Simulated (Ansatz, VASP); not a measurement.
Two plane-wave programs on Pt

POSCAR

```
Pt
1.0
    0.0000000000      1.9609000000      1.9609000000
    1.9609000000      0.0000000000      1.9609000000
    1.9609000000      1.9609000000      0.0000000000
Pt
1
Direct
    0.0000000000      0.0000000000      0.0000000000
```

The input INCAR.step1:

```
SYSTEM = Pt
PREC = Accurate
ENCUT = 520
EDIFF = 1E-5
ISMEAR = -1
SIGMA = 0.05
LREAL = .False.
LASPH = .True.
NELM = 100
ALGO = Normal
ISIF = 2
LWAVE = .True.
LCHARG = .False.
LMAXMIX = 4
GGA = PE
```

Contents of INCAR.step2:

```
SYSTEM = Pt
PREC = Accurate
ENCUT = 520
EDIFF = 1E-7
ISMEAR = -1
SIGMA = 0.05
LREAL = .False.
LASPH = .True.
NELM = 100
ALGO = Normal
ISIF = 2
LWAVE = .False.
LCHARG = .False.
LMAXMIX = 4
GGA = PE
LHFCALC = .True.
HFSCREEN = 0.3
PRECFOCK = Fast
ISTART = 1
```

Contents of KPOINTS:

```
regular mesh
0
Gamma
  6 6 6
  0 0 0
```

Contents of KPOINTS_OPT:

```
path GXWKGLUWLK,UX
12
line-mode
reciprocal
 0.0000000000  0.0000000000  0.0000000000  G
 0.5000000000  0.0000000000  0.5000000000  X

 0.5000000000  0.0000000000  0.5000000000  X
 0.5000000000  0.2500000000  0.7500000000  W

 0.5000000000  0.2500000000  0.7500000000  W
 0.3750000000  0.3750000000  0.7500000000  K

 0.3750000000  0.3750000000  0.7500000000  K
 0.0000000000  0.0000000000  0.0000000000  G

 0.0000000000  0.0000000000  0.0000000000  G
 0.5000000000  0.5000000000  0.5000000000  L

 0.5000000000  0.5000000000  0.5000000000  L
 0.6250000000  0.2500000000  0.6250000000  U

 0.6250000000  0.2500000000  0.6250000000  U
 0.5000000000  0.2500000000  0.7500000000  W

 0.5000000000  0.2500000000  0.7500000000  W
 0.5000000000  0.5000000000  0.5000000000  L

 0.5000000000  0.5000000000  0.5000000000  L
 0.3750000000  0.3750000000  0.7500000000  K

 0.6250000000  0.2500000000  0.6250000000  U
 0.5000000000  0.0000000000  0.5000000000  X
```

The input input.yaml:

```yaml
crystal:
  lattice:
    - [0.0, 1.9609, 1.9609]
    - [1.9609, 0.0, 1.9609]
    - [1.9609, 1.9609, 0.0]
  atoms:
    - { symbol: Pt, position: [0.0, 0.0, 0.0] }
hamiltonian:
  xc: { exchange: pbe, correlation: pbe, exx: { coeff: 0.25, omega: 0.3 } }
  pseudopotentials: { kind: paw }
kpoints:
  mp_grid: { grid: [6, 6, 6] }
  band_path:
    path:
      - [[0.0, 0.0, 0.0], [0.5, 0.0, 0.5], [0.5, 0.25, 0.75], [0.375, 0.375, 0.75], [0.0, 0.0, 0.0], [0.5, 0.5, 0.5], [0.625, 0.25, 0.625], [0.5, 0.25, 0.75], [0.5, 0.5, 0.5], [0.375, 0.375, 0.75]]
      - [[0.625, 0.25, 0.625], [0.5, 0.0, 0.5]]
    npoints: 4
scf:
  occupations: { method: fermi_dirac, width: 0.05 }
  n_extra_bands: 6
output:
  forces: true
  stress: true
  eigenvalues: true
  fatbands: false
  write_density: true
  write_potential: true
  elf: true
  volumetric_format: npy
```

Alike in both runs: task band structure; functional HSE03; k mesh 6 × 6 × 6; occupations fermi-dirac, width 0.05 eV; no spin polarisation.

|  | VASP | Ansatz |
| --- | --- | --- |
| version | VASP 6.6.1 | Ansatz 0.2.0 |
| potentials or method | VASP PAW PBE potentials, release 64 (Pt) | Ansatz PAW |
| plane-wave cutoff (eV) | 520 | 420 |
| valence electrons in the cell | 10 | 18 |

```csv
,VASP,Ansatz,Ansatz less VASP
gap on the k mesh at the Fermi level (eV),none,none,-
pressure (GPa),-1.1,-1.4,-0.30
```

A gap of «none» marks a metal or a gap that the smearing closes. The functional is the same, so the differences come from potentials, cutoffs and numerics. The two sets of potentials don't hold the same shells in valence.

Caveats: the k mesh is coarse (spacing up to 0.46 Å⁻¹), so the values aren't converged, least of all with exact exchange; spin-orbit coupling is left out, which moves the levels of the heavy elements; the PAW data sets were made with another functional, which shifts forces and pressure a little (VASP); the PAW data sets come from PBE, with cores solved anew for the run's functional, which leaves a small shift of forces and pressure (Ansatz); the thresholds are loose for stress (Ansatz).
